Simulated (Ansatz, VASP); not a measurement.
# Rh in VASP and in Ansatz

The input POSCAR:

```
Rh
1.0
    0.0000000000      1.9015500000      1.9015500000
    1.9015500000      0.0000000000      1.9015500000
    1.9015500000      1.9015500000      0.0000000000
Rh
1
Direct
    0.0000000000      0.0000000000      0.0000000000
```

Contents of INCAR.step1:

```
SYSTEM = Rh
PREC = Accurate
ENCUT = 520
ISMEAR = 0
SIGMA = 0.15
LREAL = .FALSE.
LASPH = .TRUE.
NELM = 60
NBANDS = 14
GGA = PE
ALGO = Normal
EDIFF = 1E-4
LWAVE = .TRUE.
LCHARG = .FALSE.
```

The input INCAR.step2:

```
SYSTEM = Rh
PREC = Accurate
ENCUT = 520
EDIFF = 1E-6
ISMEAR = 0
SIGMA = 0.15
LREAL = .FALSE.
LASPH = .TRUE.
NELM = 60
ALGO = Normal
ISIF = 2
LWAVE = .FALSE.
LCHARG = .FALSE.
METAGGA = R2SCAN
LMIXTAU = .TRUE.
NBANDS = 14
ISTART = 1
```

Contents of KPOINTS:

```
Automatic mesh
0
G
  8 8 8
  0 0 0
```

Input for Ansatz:

```yaml
crystal:
  lattice:
    - [0.0, 1.90155, 1.90155]
    - [1.90155, 0.0, 1.90155]
    - [1.90155, 1.90155, 0.0]
  atoms:
    - { symbol: Rh, position: [0.0, 0.0, 0.0] }
basis:
  ecutwfc: 500
kpoints:
  mp_grid: { grid: [8, 8, 8] }
hamiltonian:
  xc: r2scan
scf:
  occupations: { method: gaussian, width: 0.15 }
output:
  forces: true
  stress: true
  eigenvalues: true
```

Alike in both runs: task single point; functional r2SCAN; k mesh 8 × 8 × 8; occupations gaussian, width 0.15 eV; no spin polarisation.

|  | VASP | Ansatz |
| --- | --- | --- |
| version | VASP 6.6.1 | Ansatz 0.2.0 |
| potentials or method | VASP PAW PBE potentials, release 64 (Rh_pv) | scalar-relativistic, plane waves, PAW |
| plane-wave cutoff (eV) | 520 | 500 |
| valence electrons in the cell | 15 | 17 |

```csv
,VASP,Ansatz,Ansatz less VASP
gap on the k mesh at the Fermi level (eV),none,none,-
pressure (GPa),1.4,0.2,-1.21
```

A gap of «none» marks a metal or a gap that the smearing closes. The two sets of potentials don't hold the same shells in valence.

Caveats: the PAW data sets were made with another functional, which shifts forces and pressure a little (VASP).
